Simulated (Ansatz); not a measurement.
Ir:

```
Ir
1.0
     0.00000    1.91560    1.91560
     1.91560    0.00000    1.91560
     1.91560    1.91560    0.00000
Ir
1
Cartesian
  0.0000 0.0000 0.0000
```

Base run:

```yaml
Program: Ansatz 0.2.0
Functional: BLYP
Potentials_or_basis: all-electron LAPW, scalar-relativistic
Cutoff: 284 eV (chosen from the basis error)
Basis_error_allowed: 0.001 eV/atom
k_mesh: 12 × 12 × 12
Occupations: fermi-dirac, width 0.05 eV
Spin: no spin polarisation
```

Its results: pressure 28.7 GPa.

Problem. The run is repeated on the same cell with these changes: functional from BLYP to PBEsol. What comes out?

Solution. Pressure -0.7 GPa.

PBEsol binds more tightly than BLYP, so the same cell stands under less pressure.

Caveats: a pressure of tens of GPa on the cell as given is suspect, and the run, the potentials or the cell itself is likely at fault (some runs).
